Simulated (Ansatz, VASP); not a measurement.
# Two plane-wave programs on Ir

```
CELL_PARAMETERS angstrom
0.03452 1.83610 1.83610
1.85946 -0.09792 1.96854
1.85946 1.96854 -0.09792
ATOMIC_POSITIONS crystal
Ir 0.00000 0.00000 0.00000
```

Alike in both runs: task single point; functional PBEsol; k mesh 18 × 16 × 16; occupations gaussian, width 0.1 eV; no spin polarisation.

|  | VASP | Ansatz |
| --- | --- | --- |
| version | VASP 6.6.1 | Ansatz 0.2.0 |
| potentials or method | VASP PAW PBE potentials, release 64 (Ir) | scalar-relativistic, plane waves, PAW |
| plane-wave cutoff (eV) | 520 | 420 |
| valence electrons in the cell | 9 | 17 |

|  | VASP | Ansatz | Ansatz less VASP |
| --- | --- | --- | --- |
| gap on the k mesh at the Fermi level (eV) | none | none | - |
| pressure (GPa) | 8.8 | 7.9 | -0.82 |
| largest component of the traceless stress (GPa) | 25.29 | 25.18 | -0.105 |

A gap of «none» marks a metal or a gap that the smearing closes. The two sets of potentials don't hold the same shells in valence.

Caveats: the PAW data sets were made with another functional, which shifts forces and pressure a little (VASP). The runs have no spin-orbit coupling, so splittings on Ir are missing.
